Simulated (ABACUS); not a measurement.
Crystal: CuI (Marshite).

```
CELL_PARAMETERS angstrom
0.00000 3.03150 3.03150
3.03150 0.00000 3.03150
3.03150 3.03150 0.00000
ATOMIC_POSITIONS crystal
I 0.00000 0.00000 0.00000
Cu 0.75000 0.75000 0.75000
```

- Program: ABACUS 3.10.1
- Task: relaxation of cell and atoms
- Functional: revTPSS
- Potentials or basis: SG15 ONCV 1.2 PBE
- Cutoff: 1442 eV
- Density cutoff: 5769 eV
- Basis: plane waves
- k mesh: 5 × 5 × 5
- Occupations: fermi-dirac, width 0.05 eV
- Spin: no spin polarisation

At the start: pressure -1.1 GPa; volume 27.86 Å³/atom.

**Question.** How do energy, volume and symmetry change on relaxing?

**Answer.** Over 3 steps the energy falls by 2.5 meV/atom and the volume is 27.09 Å³/atom (-2.8 %); space group F-43m (No. 216, to 0.05 Å).

The path:
| step | energy change (eV) | largest force (eV/Å) | pressure (GPa) | volume (Å³) |
| --- | --- | --- | --- | --- |
| 1 | 0.0000 | 0.0000 | -1.11 | 55.72 |
| 2 | -0.0014 | 0.0000 | -0.95 | 55.49 |
| 3 | -0.0050 | 0.0000 | -0.01 | 54.18 |

Final structure:
```
CELL_PARAMETERS angstrom
0.00000 3.00324 3.00324
3.00324 0.00000 3.00324
3.00324 3.00324 0.00000
ATOMIC_POSITIONS crystal
I 0.00000 0.00000 0.00000
Cu 0.75000 0.75000 0.75000
```

Caveat: the potentials were made for another functional, which shifts forces and pressure.
